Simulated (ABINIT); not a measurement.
Input of an ABINIT 10.8.3 (patched build) run:

Contents of run.abi:

```
# Pseudopotentials
pp_dirpath "./"
pseudos "Hf.LDA_PW-JTH.xml, O.LDA_PW-JTH.xml"

# Structure
acell 3*1.0 Angstrom
rprim
     4.8135329900     0.0000000000     0.0000000000
     0.0000000000     4.8135329900     0.0000000000
     0.0000000000     0.0000000000     3.2054154100
ntypat 2
znucl 72 8
natom 6
typat 1 1 2 2 2 2
xred
     0.5000000000     0.5000000000     0.5000000000
     0.0000000000     0.0000000000     0.0000000000
     0.8050448800     0.1949551200     0.5000000000
     0.6949551200     0.6949551200     0.0000000000
     0.3050448800     0.3050448800     0.0000000000
     0.1949551200     0.8050448800     0.5000000000
chkprim 0
chksymtnons 0
tolsym 1.0e-6

# Plane-wave basis
ecut 23.0
pawecutdg 45.0
pawovlp -1

# k points
kptopt 1
ngkpt 5 5 7
nshiftk 1
shiftk 0.0 0.0 0.0

# Exchange and correlation
ixc 7

# Bands and occupations
nband 29
occopt 3
tsmear 0.00183747

# SCF cycle
nstep 100
tolvrs 1.0e-9

# Output
iomode 3
prtwf 0
prtden 0
prteig 0
prtebands 0
enunit 1

# Relaxation
ionmov 22
ntime 60
tolmxf 0.0005
optcell 2
dilatmx 1.08
ecutsm 0.5
```

Potentials or basis: JTH PAW LDA v2.0.

Command:

```console
$ abinit run.abi > log 2>&1
```

Task: Predict the relaxed cell.

Result: a = 4.772 Å, b = 4.772 Å, c = 3.174 Å, α = 90.00°, β = 90.00°, γ = 90.00°.

Task: What does it give for the space group after relaxing (to 0.05 Å)?

Result: P4_2/mnm (No. 136).

Task: Predict the relaxed volume.

Result: 12.05 Å³/atom.

Task: Estimate the band gap on the k mesh.

Result: 3.88 eV, direct.

Forces in eV/Å, atoms in the order of the input:
```
Hf   0.000  0.000  0.000
Hf   0.000  0.000  0.000
O   -0.001  0.001  0.000
O    0.001  0.001  0.000
O   -0.001 -0.001  0.000
O    0.001 -0.001  0.000
```

Caveat: spin-orbit coupling is left out, which moves the levels of the heavy elements; an odd mesh through Γ misses points on the zone boundary, where band edges often lie. LDA gaps usually lie below the measured ones, often by a third to a half.
